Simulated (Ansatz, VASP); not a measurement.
# Ga35SiN36 (Si_Ga): VASP beside Ansatz

Wanted: the spread between two codes on one cell, functional and k mesh. Of the first pair: The structure shown is the start of the Ansatz relaxation below; VASP solves that cell, so the two are compared at the walk's first step.

Method: plane waves, with VASP 6.6.1 beside it; single point at r2SCAN, in Ansatz 0.2.0.

## Step 1: The starting structure

The cell holds 72 atoms: 35 Ga, 36 N and 1 Si. Its edges and angles: a = 9.550 Å, b = 9.550 Å, c = 10.368 Å, α = 90.0°, β = 90.0°, γ = 120.0°. It derives from GaN (GaN (P6_3mc)). Nearest the centre at fractional (0.444, 0.556, 0.500): Si72 at 0.05 Å, N52 at 1.91 Å, N55 at 1.93 Å, N40 at 1.97 Å, N56 at 1.98 Å, Ga20 at 3.14 Å, Ga29 at 3.15 Å, Ga33 at 3.15 Å. The cell carries charge −1.

Coordinates:

```xyz
72
Lattice="9.5498 0.0000 0.0000 -4.7749 8.2704 0.0000 0.0000 0.0000 10.3677" Properties=species:S:1:pos:R:3 pbc="T T T"
Ga    1.5797    0.9594    2.5605
Ga    0.0259    1.8456    5.2213
Ga    1.6130    0.9410    7.7316
Ga   -0.0001    1.8772    0.0263
Ga   -0.0088    3.7105    2.5525
Ga   -1.6257    4.6235    5.2017
Ga    0.0100    3.6539    7.8150
Ga   -1.6118    4.6214    0.0325
Ga   -1.5829    6.4806    2.5979
Ga   -3.2230    7.3360    5.2053
Ga   -1.5746    6.3897    7.7906
Ga   -3.1849    7.3916   10.3332
Ga    4.7357    0.9325    2.5593
Ga    3.2059    1.8782    5.1601
Ga    4.7948    0.9560    7.7441
Ga    3.2223    1.8464   10.3330
Ga    3.2083    3.7000    2.6231
Ga    3.2047    3.6942    7.8124
Ga    1.5494    4.5691    0.0033
Ga    1.5578    6.4018    2.6076
Ga   -0.0282    7.3156    5.1996
Ga    1.6128    6.4778    7.7715
Ga   -0.0295    7.3914    0.0011
Ga    7.9799    0.9555    2.5610
Ga    6.3943    1.8517    5.2184
Ga    7.9258    0.9150    7.7332
Ga    6.4112    1.8377    0.0179
Ga    6.3762    3.6395    2.6203
Ga    4.7409    4.5651    5.2009
Ga    6.3316    3.6931    7.8024
Ga    4.7570    4.5819   10.3181
Ga    4.7405    6.4661    2.5737
Ga    3.1795    7.3177    5.2159
Ga    4.7287    6.4281    7.7524
Ga    3.1460    7.3289   10.3385
N     1.5671    0.8767    4.5298
N     0.0114    1.7976    1.9760
N     1.5977    0.9449    9.7666
N    -0.0493    1.8372    7.1407
N    -0.0083    3.6314    4.5620
N    -1.5418    4.5988    1.9502
N    -0.0198    3.6779    9.7702
N    -1.6339    4.5680    7.1330
N    -1.6012    6.4548    4.5842
N    -3.2301    7.3344    1.9523
N    -1.5448    6.4490    9.7181
N    -3.1566    7.3582    7.1742
N     4.7619    0.8966    4.4977
N     3.2062    1.8502    1.9913
N     4.7339    0.8988    9.7041
N     3.2271    1.8188    7.1470
N     3.1694    3.7121    4.5718
N     1.5766    4.6170    1.9907
N     3.1782    3.6261    9.7272
N     1.5483    4.5948    7.1074
N     1.6317    6.4603    4.5294
N    -0.0269    7.3936    1.9493
N     1.6013    6.3835    9.7214
N     0.0036    7.3781    7.0902
N     7.9365    0.8939    4.5779
N     6.3543    1.8204    1.9938
N     7.9713    0.9671    9.7267
N     6.3361    1.8775    7.1334
N     6.3946    3.6882    4.5799
N     4.8165    4.5748    1.9680
N     6.3594    3.7051    9.6845
N     4.7570    4.6409    7.1387
N     4.7679    6.4436    4.4922
N     3.1612    7.3735    1.9095
N     4.7380    6.4340    9.6907
N     3.1483    7.3535    7.1681
Si    1.6116    4.6132    5.1373
```

## Step 2: Ansatz: relaxation, r2SCAN

Ansatz runs on its PAW soft_1 files.

The two programs are compared at the cell with which this relaxation starts, whose forces are those of its first step.

input.yaml reads:

```yaml
crystal:
  lattice:
    - [9.54981763, 0.0, 0.0]
    - [-4.77490882, 8.27038467, 0.0]
    - [0.0, 0.0, 10.36766323]
  atoms:
    - { symbol: Ga, position: [0.22222222, 0.11111111, 0.24955312] }
    - { symbol: Ga, position: [0.11111111, 0.22222222, 0.49955312] }
    - { symbol: "N", position: [0.22222222, 0.11111111, 0.43794688] }
    - { symbol: "N", position: [0.11111111, 0.22222222, 0.18794688] }
    - { symbol: Ga, position: [0.22222222, 0.11111111, 0.74955312] }
    - { symbol: Ga, position: [0.11111111, 0.22222222, 0.99955312] }
    - { symbol: "N", position: [0.22222222, 0.11111111, 0.93794688] }
    - { symbol: "N", position: [0.11111111, 0.22222222, 0.68794688] }
    - { symbol: Ga, position: [0.22222222, 0.44444444, 0.24955312] }
    - { symbol: Ga, position: [0.11111111, 0.55555556, 0.49955312] }
    - { symbol: "N", position: [0.22222222, 0.44444444, 0.43794688] }
    - { symbol: "N", position: [0.11111111, 0.55555556, 0.18794688] }
    - { symbol: Ga, position: [0.22222222, 0.44444444, 0.74955312] }
    - { symbol: Ga, position: [0.11111111, 0.55555556, 0.99955312] }
    - { symbol: "N", position: [0.22222222, 0.44444444, 0.93794688] }
    - { symbol: "N", position: [0.11111111, 0.55555556, 0.68794688] }
    - { symbol: Ga, position: [0.22222222, 0.77777778, 0.24955312] }
    - { symbol: Ga, position: [0.11111111, 0.88888889, 0.49955312] }
    - { symbol: "N", position: [0.22222222, 0.77777778, 0.43794688] }
    - { symbol: "N", position: [0.11111111, 0.88888889, 0.18794688] }
    - { symbol: Ga, position: [0.22222222, 0.77777778, 0.74955312] }
    - { symbol: Ga, position: [0.11111111, 0.88888889, 0.99955312] }
    - { symbol: "N", position: [0.22222222, 0.77777778, 0.93794688] }
    - { symbol: "N", position: [0.11111111, 0.88888889, 0.68794688] }
    - { symbol: Ga, position: [0.55555556, 0.11111111, 0.24955312] }
    - { symbol: Ga, position: [0.44444444, 0.22222222, 0.49955312] }
    - { symbol: "N", position: [0.55555556, 0.11111111, 0.43794688] }
    - { symbol: "N", position: [0.44444444, 0.22222222, 0.18794688] }
    - { symbol: Ga, position: [0.55555556, 0.11111111, 0.74955312] }
    - { symbol: Ga, position: [0.44444444, 0.22222222, 0.99955312] }
    - { symbol: "N", position: [0.55555556, 0.11111111, 0.93794688] }
    - { symbol: "N", position: [0.44444444, 0.22222222, 0.68794688] }
    - { symbol: Ga, position: [0.55555556, 0.44444444, 0.24955312] }
    - { symbol: Si, position: [0.44444444, 0.55555556, 0.49955312] }
    - { symbol: "N", position: [0.55555556, 0.44444444, 0.43794688] }
    - { symbol: "N", position: [0.44444444, 0.55555556, 0.18794688] }
    - { symbol: Ga, position: [0.55555556, 0.44444444, 0.74955312] }
    - { symbol: Ga, position: [0.44444444, 0.55555556, 0.99955312] }
    - { symbol: "N", position: [0.55555556, 0.44444444, 0.93794688] }
    - { symbol: "N", position: [0.44444444, 0.55555556, 0.68794688] }
    - { symbol: Ga, position: [0.55555556, 0.77777778, 0.24955312] }
    - { symbol: Ga, position: [0.44444444, 0.88888889, 0.49955312] }
    - { symbol: "N", position: [0.55555556, 0.77777778, 0.43794688] }
    - { symbol: "N", position: [0.44444444, 0.88888889, 0.18794688] }
    - { symbol: Ga, position: [0.55555556, 0.77777778, 0.74955312] }
    - { symbol: Ga, position: [0.44444444, 0.88888889, 0.99955312] }
    - { symbol: "N", position: [0.55555556, 0.77777778, 0.93794688] }
    - { symbol: "N", position: [0.44444444, 0.88888889, 0.68794688] }
    - { symbol: Ga, position: [0.88888889, 0.11111111, 0.24955312] }
    - { symbol: Ga, position: [0.77777778, 0.22222222, 0.49955312] }
    - { symbol: "N", position: [0.88888889, 0.11111111, 0.43794688] }
    - { symbol: "N", position: [0.77777778, 0.22222222, 0.18794688] }
    - { symbol: Ga, position: [0.88888889, 0.11111111, 0.74955312] }
    - { symbol: Ga, position: [0.77777778, 0.22222222, 0.99955312] }
    - { symbol: "N", position: [0.88888889, 0.11111111, 0.93794688] }
    - { symbol: "N", position: [0.77777778, 0.22222222, 0.68794688] }
    - { symbol: Ga, position: [0.88888889, 0.44444444, 0.24955312] }
    - { symbol: Ga, position: [0.77777778, 0.55555556, 0.49955312] }
    - { symbol: "N", position: [0.88888889, 0.44444444, 0.43794688] }
    - { symbol: "N", position: [0.77777778, 0.55555556, 0.18794688] }
    - { symbol: Ga, position: [0.88888889, 0.44444444, 0.74955312] }
    - { symbol: Ga, position: [0.77777778, 0.55555556, 0.99955312] }
    - { symbol: "N", position: [0.88888889, 0.44444444, 0.93794688] }
    - { symbol: "N", position: [0.77777778, 0.55555556, 0.68794688] }
    - { symbol: Ga, position: [0.88888889, 0.77777778, 0.24955312] }
    - { symbol: Ga, position: [0.77777778, 0.88888889, 0.49955312] }
    - { symbol: "N", position: [0.88888889, 0.77777778, 0.43794688] }
    - { symbol: "N", position: [0.77777778, 0.88888889, 0.18794688] }
    - { symbol: Ga, position: [0.88888889, 0.77777778, 0.74955312] }
    - { symbol: Ga, position: [0.77777778, 0.88888889, 0.99955312] }
    - { symbol: "N", position: [0.88888889, 0.77777778, 0.93794688] }
    - { symbol: "N", position: [0.77777778, 0.88888889, 0.68794688] }
  host:
    repeats: [3, 3, 2]
    atoms:
      - { symbol: Ga, position: [0.66666667, 0.33333333, 0.49910624] }
      - { symbol: Ga, position: [0.33333333, 0.66666667, 0.99910624] }
      - { symbol: "N", position: [0.66666667, 0.33333333, 0.87589376] }
      - { symbol: "N", position: [0.33333333, 0.66666667, 0.37589376] }
total_charge: -1
basis:
  ecutwfc: 500
  xc_grid: 2
hamiltonian:
  xc: r2scan
  pseudopotentials: { kind: paw, azcp: { folder: soft_1 } }
kpoints:
  mp_grid: { grid: [1, 1, 1], shift: [0.25, 0.25, 0.25] }
scf:
  occupations: { method: fixed }
  max_iter: 80
output:
  forces: true
  charged_corrections:
    epsilon: [5.83, 5.83, 6.02]
    static_epsilon: [10.1, 10.1, 11.19]
    defect_position: [0.444444, 0.555556, 0.499553]
relax:
  f_tol: 0.02
  max_steps: 80
  random_displacement: { amplitude: 0.05, seed: 8876 }
checkpoint:
  write: "../qm1.relax.run"
  compress: false
  write_wavefunctions: true
  write_every: 100000
```

On the command line:

```bash
ansatz run input.yaml --threads 4 --pin off --max-ram 15073MiB --backend cpu --events-out ev --progress --plain --runs-dir out
```

Numbers of over 12 decimals in the logs are rounded to 6 here.

The program printed:

```text
Engine: ansatz 0.2.0, aarch64-unknown-linux-gnu
Pseudopotentials: kind: paw
Pseudopotential: Ga, paw, valence charge 13, recommended cutoff 500 eV (meta_gga), soft_1/Ga.paw.azcp
Pseudopotential: N, paw, valence charge 5, recommended cutoff 500 eV (meta_gga), soft_1/N.paw.azcp
Pseudopotential: Si, paw, valence charge 4, recommended cutoff 500 eV (meta_gga), soft_1/Si.paw.azcp
Functional definition: r2SCAN
  parameter k0 = 0.174
  parameter k1 = 0.065
  parameter a1 = 4.9479
  exchange = r2scan_x(k0 = k0, k1 = k1, a1 = a1)
  correlation = r2scan_c
Crystal: 72 atoms, lattice volume = 818.845 Å³
Basis set: ecut = 500 eV, 20899 PW (Γ), exchange–correlation on 144×144×160 points (8 copies of the dense FFT grid, shifted against one another)
Bands: 392, of which v1, the nominal top of the filled ones, is band 320 counted from 1 (319 counted from 0)
Symmetry: 1 space group operations
k-points: 1
Non-local potential: Ga, projectors of the file, l = 0: 2, l = 1: 2, l = 2: 3, l = 3: 1
Non-local potential: N, projectors of the file, l = 0: 2, l = 1: 2, l = 2: 1
Non-local potential: Si, projectors of the file, l = 0: 2, l = 1: 2, l = 2: 1
PAW form: soft (Blöchl's): semilocal exchange-correlation on the pseudo side does not see the compensation charge
PAW frozen core: Ga, regenerated for the run's functional (the file was generated under x = pbe(κ = 0.804, μ = 0.219515), c = pbe(β = 0.066725))
PAW frozen core: N, regenerated for the run's functional (the file was generated under x = pbe(κ = 0.804, μ = 0.219515), c = pbe(β = 0.066725))
PAW frozen core: Si, regenerated for the run's functional (the file was generated under x = pbe(κ = 0.804, μ = 0.219515), c = pbe(β = 0.066725))
PAW one-centre angular grid: Ga, 590 points (default); XC on 160 Gauss nodes
PAW one-centre angular grid: N, 302 points (default); XC on 160 Gauss nodes
PAW one-centre angular grid: Si, 302 points (default); XC on 160 Gauss nodes
Initial density: superposition of atomic densities (chi_scale 0.1, normalization cell, long waves kept (reshape's long-wave potential 0.13 eV rms))
Initial wavefunctions: pseudopotential atomic-orbital guess
Functional: x = r2scan, c = r2scan; τ floored in thin density (d = 2e-4 eV/Å³)
SCF iter   1: F=—  HF=-147200.215898 eV  |F-HF|=—  |Δ(HF+E_count)|=         —  Δρ=1.11e-1  dr2=8.91e1  dr2_τ=1.04e1  ethr=3.10e-3  ⟨swp⟩=4.0  Hψ=1031  notcnv=0  defer=69
preconditioner: auto → Resta (q_TF=auto, 2.619 Å⁻¹)  ε∞=4.4  [insulator: Δε(μ)=0.821 eV  Ē_g=17.724 eV  n_scr=236 (ndim 8)  ℏωp=32.8 eV  f_vac=0.000  ε∞_Penn≈4.4]
SCF iter   2: F=—  HF=-147182.374937 eV  |F-HF|=—  |Δ(HF+E_count)|=    1.78e1  Δρ=4.95e-2  dr2=1.16e1  dr2_τ=1.36e0  ethr=3.10e-3  ⟨swp⟩=3.0  Hψ=754  notcnv=0  defer=70
SCF iter   3: F=—  HF=-147183.801875 eV  |F-HF|=—  |Δ(HF+E_count)|=    1.43e0  Δρ=1.78e-2  dr2=1.87e0  dr2_τ=1.25e-1  ethr=1.81e-3  ⟨swp⟩=3.0  Hψ=442  notcnv=0  defer=68
SCF iter   4: F=—  HF=-147183.759302 eV  |F-HF|=—  |Δ(HF+E_count)|=   4.26e-2  Δρ=3.10e-3  dr2=6.70e-2  dr2_τ=5.12e-3  ethr=2.92e-4  ⟨swp⟩=2.0  Hψ=437  notcnv=0  defer=69
SCF iter   5: F=—  HF=-147183.794347 eV  |F-HF|=—  |Δ(HF+E_count)|=   3.50e-2  Δρ=2.37e-3  dr2=2.53e-2  dr2_τ=1.02e-3  ethr=1.05e-5  ⟨swp⟩=3.0  Hψ=649  notcnv=0  defer=70
SCF iter   6: F=—  HF=-147183.779429 eV  |F-HF|=—  |Δ(HF+E_count)|=   1.49e-2  Δρ=3.29e-4  dr2=1.15e-3  dr2_τ=5.44e-5  ethr=3.95e-6  ⟨swp⟩=2.0  Hψ=647  notcnv=0  defer=70
SCF iter   7: F=—  HF=-147183.780004 eV  |F-HF|=—  |Δ(HF+E_count)|=   5.75e-4  Δρ=1.26e-4  dr2=1.16e-4  dr2_τ=1.55e-5  ethr=1.80e-7  ⟨swp⟩=2.0  Hψ=703  notcnv=0  defer=69
SCF iter   8: F=—  HF=-147183.780049 eV  |F-HF|=—  |Δ(HF+E_count)|=   4.56e-5  Δρ=5.85e-5  dr2=2.71e-5  dr2_τ=3.24e-6  ethr=1.82e-8  ⟨swp⟩=2.0  Hψ=645  notcnv=0  defer=69
SCF iter   9: F=-147183.780057 eV  HF=-147183.780057 eV  |F-HF|=1.02e-7  |Δ(HF+E_count)|=   7.74e-6  Δρ=1.52e-5  dr2=1.86e-6  dr2_τ=1.10e-7  ethr=1.56e-9  ⟨swp⟩=4.0  Hψ=1145  notcnv=0
SCF 1 converged in 9 iterations: F = -147183.780057 eV  dr2 = 1.86e-6
  greatest PAW one-centre occupation: 0.994 electrons in one spin orbital (limit 2), on the Ga atom at site 24 (counted from 0), in its partial waves of l = 2
relax step   1: F+E_penalty+E_count = -147183.78005714 eV  Δ(F+E_penalty+E_count) = +0.000e0 eV  max|allowed force component| = 2.872e0 eV/Å  Δτ_max = 0.0000 Å  (9 SCF iters, dr2 threshold 1.00e-5 eV, accepted)
Initial density: handed on by an earlier stage of this run
Initial wavefunctions: those handed on with the density
iter 1 solved again at ethr=4.94e-5 eV; its pass at ethr=3.10e-3 eV (dr2=3.16e-1 eV) is discarded
SCF iter   1: F=—  HF=-147185.275375 eV  |F-HF|=—  |Δ(HF+E_count)|=         —  Δρ=9.63e-3  dr2=3.17e-1  dr2_τ=1.27e0  ethr=4.94e-5  ⟨swp⟩=2.0  Hψ=1383  notcnv=0  defer=70
[...]
--- Relaxed structure (6 steps of the walk, 6 accepted, 0 SCFs on fresh bases) ---
  F+E_penalty+E_count = -147186.39390576 eV   max|allowed force component| = 3.703e-3 eV/Å
  atoms:
    - { symbol: Ga, position: [0.221971, 0.111758, 0.249854] }
    - { symbol: Ga, position: [0.111917, 0.222257, 0.500598] }
    - { symbol: N, position: [0.222086, 0.111556, 0.438334] }
    - { symbol: N, position: [0.111498, 0.224434, 0.189564] }
    - { symbol: Ga, position: [0.221680, 0.111319, 0.750919] }
    - { symbol: Ga, position: [0.111273, 0.223417, 0.999987] }
    - { symbol: N, position: [0.222082, 0.111664, 0.939001] }
    - { symbol: N, position: [0.110648, 0.222682, 0.688027] }
    - { symbol: Ga, position: [0.224241, 0.446295, 0.249725] }
    - { symbol: Ga, position: [0.112099, 0.557906, 0.500772] }
    - { symbol: N, position: [0.241136, 0.454661, 0.443197] }
    - { symbol: N, position: [0.111460, 0.555819, 0.189642] }
    - { symbol: Ga, position: [0.221157, 0.444589, 0.747708] }
    - { symbol: Ga, position: [0.111322, 0.555954, 1.000064] }
    - { symbol: N, position: [0.223144, 0.445428, 0.935679] }
    - { symbol: N, position: [0.110831, 0.556637, 0.688303] }
    - { symbol: Ga, position: [0.222005, 0.778592, 0.249813] }
    - { symbol: Ga, position: [0.110736, 0.889490, 0.500547] }
    - { symbol: N, position: [0.222232, 0.778476, 0.438291] }
    - { symbol: N, position: [0.110808, 0.889811, 0.188828] }
    - { symbol: Ga, position: [0.221689, 0.778567, 0.751077] }
    - { symbol: Ga, position: [0.110846, 0.889519, 1.000504] }
    - { symbol: N, position: [0.222099, 0.778211, 0.939195] }
    - { symbol: N, position: [0.110591, 0.889582, 0.688747] }
    - { symbol: Ga, position: [0.555832, 0.112127, 0.249741] }
    - { symbol: Ga, position: [0.442748, 0.222426, 0.500691] }
    - { symbol: N, position: [0.555635, 0.111558, 0.438601] }
    - { symbol: N, position: [0.444714, 0.224282, 0.189458] }
    - { symbol: Ga, position: [0.555333, 0.111715, 0.750619] }
    - { symbol: Ga, position: [0.444292, 0.223348, 0.999951] }
    - { symbol: N, position: [0.555123, 0.111417, 0.938819] }
    - { symbol: N, position: [0.443792, 0.222830, 0.688243] }
    - { symbol: Ga, position: [0.554230, 0.446138, 0.249783] }
    - { symbol: Si, position: [0.444336, 0.556019, 0.499928] }
    - { symbol: N, position: [0.546418, 0.454213, 0.443461] }
    - { symbol: N, position: [0.444189, 0.556461, 0.186270] }
    - { symbol: Ga, position: [0.555716, 0.444623, 0.747925] }
    - { symbol: Ga, position: [0.444135, 0.556074, 0.998387] }
    - { symbol: N, position: [0.554999, 0.445463, 0.935935] }
    - { symbol: N, position: [0.444198, 0.556336, 0.672156] }
    - { symbol: Ga, position: [0.554131, 0.776319, 0.249735] }
    - { symbol: Ga, position: [0.442735, 0.888296, 0.500758] }
    - { symbol: N, position: [0.545726, 0.759184, 0.443283] }
    - { symbol: N, position: [0.444741, 0.889229, 0.189465] }
    - { symbol: Ga, position: [0.555649, 0.779078, 0.747718] }
    - { symbol: Ga, position: [0.444336, 0.889044, 0.999969] }
    - { symbol: N, position: [0.554909, 0.777171, 0.935754] }
    - { symbol: N, position: [0.443738, 0.889431, 0.688293] }
    - { symbol: Ga, position: [0.888508, 0.112265, 0.249701] }
[...]
- { symbol: Ga, position: [0.888426, 0.444518, 0.249782] }
    - { symbol: Ga, position: [0.778024, 0.557720, 0.500792] }
    - { symbol: N, position: [0.889073, 0.444931, 0.438624] }
    - { symbol: N, position: [0.776336, 0.555845, 0.189642] }
    - { symbol: Ga, position: [0.888543, 0.444970, 0.750722] }
    - { symbol: Ga, position: [0.776945, 0.555992, 1.000106] }
    - { symbol: N, position: [0.889047, 0.445383, 0.938962] }
    - { symbol: N, position: [0.777587, 0.556629, 0.688368] }
    - { symbol: Ga, position: [0.888721, 0.778596, 0.249780] }
    - { symbol: Ga, position: [0.777952, 0.888463, 0.500665] }
    - { symbol: N, position: [0.888812, 0.778436, 0.438201] }
    - { symbol: N, position: [0.776234, 0.889266, 0.189527] }
    - { symbol: Ga, position: [0.888812, 0.778520, 0.751140] }
    - { symbol: Ga, position: [0.776856, 0.889099, 1.000006] }
    - { symbol: N, position: [0.888683, 0.778290, 0.939314] }
    - { symbol: N, position: [0.777514, 0.889515, 0.688083] }
```

(Part 1 of 3 ends here.)

[Lines on the potential files, build, host, timing and source positions are cut from VASP's logs without a mark.]

[Logs are printed without paths, hosts, clocks, repeated set-up lines and the standing remarks that a program may print on its own settings, such as how far it seeks lower states.]

[Hosts, paths, dates, database ids (printed as entryN), source tags and the programs' standing remarks are cut or masked in the printed files.]
